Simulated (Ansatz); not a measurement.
Here is an Ansatz 0.2.0 calculation.

File input.yaml:

```yaml
crystal:
  lattice:
    - [4.5998373239, 0.0, 0.0]
    - [0.0, 4.5998373239, 0.0]
    - [0.0, 0.0, 2.95921356]
  atoms:
    - { symbol: Ti, position: [0.0, 0.0, 0.5] }
    - { symbol: Ti, position: [0.5, 0.5, 0.0] }
    - { symbol: O, position: [0.30432132, 0.30432132, 0.5] }
    - { symbol: O, position: [0.19567868, 0.80432132, 0.0] }
    - { symbol: O, position: [0.80432132, 0.19567868, 0.0] }
    - { symbol: O, position: [0.69567868, 0.69567868, 0.5] }
hamiltonian:
  xc: pbe
  pseudopotentials: { kind: paw }
kpoints:
  mp_grid: { grid: [6, 6, 9] }
scf:
  occupations: { method: fermi_dirac, width: 0.05 }
output:
  forces: true
  stress: true
relax:
  f_tol: 0.01
  max_steps: 40
  cell: { stress_tol: 0.05 }
```

Potentials or basis: Ansatz PAW.

Run with:

```sh
$ ansatz run input.yaml --threads 2 --pin off --max-ram 5632MiB --backend cpu --events-out ev --progress --plain --runs-dir out
```

(1) Predict the band gap on the k mesh.

(2) Estimate the space group after relaxing (to 0.05 Å).

(3) Estimate the relaxed volume.

Results:

(1) 1.86 eV.

(2) P4_2/mnm (No. 136).

(3) 10.65 Å³/atom.

Caveat: odd divisions of the mesh miss points on the zone boundary, where band edges often lie, so the gap on the mesh can be too wide; the plane-wave basis is chosen anew once the cell has moved, so the energies of steps on either side of that aren't comparable; the pressure holds a Pulay correction of +0.7 GPa for the finite cutoff.
